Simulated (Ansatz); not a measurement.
Crystal: Pt.

```xyz
1
Lattice="0.0000 1.9609 1.9609 1.9609 0.0000 1.9609 1.9609 1.9609 0.0000" Properties=species:S:1:pos:R:3 pbc="T T T"
Pt    0.0000    0.0000    0.0000
```

Program: Ansatz 0.2.0. Alike in all runs: cell as given; basis error allowed 0.001 eV/atom.

**Question.** Order these runs on this cell by their pressure, lowest first.
A. level RPBE; potentials or basis all-electron LAPW, scalar-relativistic; spin off; k mesh 12 × 12 × 12; cutoff (eV) 271; smearing fermi-dirac 0.05 eV
B. level PBE; potentials or basis all-electron LAPW, scalar-relativistic; spin off; k mesh 12 × 12 × 12; cutoff (eV) 270; smearing gaussian 0.017 eV
C. level BLYP; potentials or basis all-electron LAPW, scalar-relativistic; spin off; k mesh 12 × 12 × 12; cutoff (eV) 270; smearing fermi-dirac 0.05 eV
D. level PBEsol; potentials or basis all-electron LAPW, inner shells corrected to Dirac's equation; spin off; k mesh 12 × 12 × 12; cutoff (eV) 270; smearing fermi-dirac 0.05 eV
E. level LDA; potentials or basis all-electron LAPW, relativistic spinors; spin SOC, no magnetisation; k mesh 9 × 9 × 9; cutoff (eV) 270; smearing fermi-dirac 0.05 eV

**Answer.** E (-6.2 GPa), D (-0.5 GPa), B (10.2 GPa), A (14.5 GPa), C (25.6 GPa).

Caveats: so large a pressure means that the cell lies far from this level's equilibrium, or that cutoff or potentials fall short (some runs); the k mesh is thin for a metal, which can move the energy by tens of meV per atom (some runs).

Not every run made on this cell is shown here.
